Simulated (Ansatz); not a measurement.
α-quartz-type GeO2 (metastable phase), treated with PBEsol (Ansatz, a program for electronic structure, PAW).

Settings: plane-wave cutoff 500 eV, 12×12×6 k mesh (along the axes of the cell as run), gaussian smearing 0.02 eV, scalar-relativistic PAW data made under PBE.

Cell (relaxed at this level):

```cif
data_Ge3O6
_chemical_formula_sum 'Ge3 O6'
_space_group_name_H-M_alt 'P3221'
_space_group_IT_number 154
_space_group_name_Hall 'P 32 2"'
_cell_length_a 4.99015
_cell_length_b 4.99015
_cell_length_c 5.69179
_cell_angle_alpha 90.000
_cell_angle_beta 90.000
_cell_angle_gamma 120.000
loop_
_atom_site_label
_atom_site_type_symbol
_atom_site_symmetry_multiplicity
_atom_site_Wyckoff_symbol
_atom_site_fract_x
_atom_site_fract_y
_atom_site_fract_z
_atom_site_occupancy
Ge1 Ge 3 a 0.54886 0.54886 0.00000 1
O1 O 6 c 0.30480 0.39421 0.24571 1
```

Problem. Predict the band gap.

Solution. 
- band gap: 3.36 eV (on the SCF k mesh)

Spin–orbit coupling is not included.

Computed values are for the static lattice.

The result took about 5 core-minutes (a rough figure).
